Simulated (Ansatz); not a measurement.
# C: energy along a strain

C, Fd-3m, a = 3.567 Å (as given, not relaxed at this level: 1.8 GPa). Ansatz: PBE, PAW, 420 eV, Γ-centred 12×12×12 mesh on 2 atoms, Gaussian smearing 0.05 eV; no spin polarisation. Cell vectors (Å): 0.000 1.783 1.783; 1.783 0.000 1.783; 1.783 1.783 0.000. The cell is strained by x per cent times the pattern (1 1 0 0 0 0) in the order xx yy zz yz xz xy (engineering shears), with fractional coordinates held. y is the free energy over the start, V0 = 5.672 Å³/atom. Points with a strain past 8.5 % were computed too (3) and aren't used here.

| x (%) | y (meV/atom) |
| --- | --- |
| -7.50 | ? |
| -5.00 | 122.80 |
| -2.50 | 30.79 |
| 0.00 | 0.00 |
| 2.50 | 21.89 |
| 5.00 | 88.69 |
| 7.50 | 193.68 |

Q: Fit y = c1 x + c2 x² + c3 x³ to the other rows, get the stiffness along the pattern, and predict the missing energy.

A: Least squares on the rows shown. y = −1.3453 x + 4.2320 x² − 0.081438 x³. The clamped-ion stiffness p·C·p = 2 × 42.32 eV × 160.2 / 5.672 Å³ = 2391 GPa (second derivative at the start, which stands under stress). At x = -7.50 the fit asked for gives 282.50 meV/atom. The run gave 285.64 meV/atom, so the fit is 3.14 meV/atom too low, 1.1 % of the span of the series, against an rms of 0.17 meV/atom on the fitted rows. The row lies outside the fitted range. With a term in x⁴ added, a fit to the same known rows predicts 285.54 meV/atom, so most of the miss is curvature that the known rows already hold.